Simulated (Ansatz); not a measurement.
**Y: enthalpy against pressure**

Y, P6_3/mmc, a = 3.598 Å, c = 5.586 Å. Ansatz: PBEsol, PAW, 420 eV, Γ-centred 12×12×8 mesh on 2 atoms, Gaussian smearing 0.10 eV; no spin polarisation. Cell and atoms are relaxed at each pressure, and no other structure is tried, so the rows at high pressure may lie past a change of phase. y is the enthalpy over the state at zero pressure; there V0 = 31.303 Å³/atom. The pressures are the targets, met within 0.05 GPa.

| P (GPa) | y (eV/atom) |
| --- | --- |
| -3.0 | -0.6086 |
| 0.0 | 0.0000 |
| 3.0 | 0.5671 |
| 8.0 | ? |
| 15.0 | 2.5574 |
| 30.0 | 4.6663 |
| 60.0 | 8.1919 |

**Question.** Fit y = c1 P + c2 P² + c3 P³ to the other rows, say what c1 and c2 mean, and predict the missing value.

**Answer.** Least squares on the rows shown. y = 0.19191 P − 0.0015137 P² + 9.8480×10⁻⁶ P³. Since dH/dP = V, c1 is V0: 0.19191 eV/GPa × 160.2 = 30.744 Å³ against 31.303; c2 = −V0/(2B0) gives B0 = 63 GPa, where a Birch–Murnaghan fit to the volumes of the same runs (not shown) gives 42 GPa: a cubic over this range folds the higher terms into c2. Above P = −c2/(3 c3) = 51 GPa the cubic's slope, the volume, would rise with pressure, so the form fails there. At P = 8.0 the fit asked for gives 1.4434 eV/atom. The run gave 1.4419 eV/atom, so the fit is 0.0015 eV/atom too high, within the rms miss on the fitted rows (0.0110 eV/atom).

The mesh isn't the same in all rows (12×12×8, 18×18×8).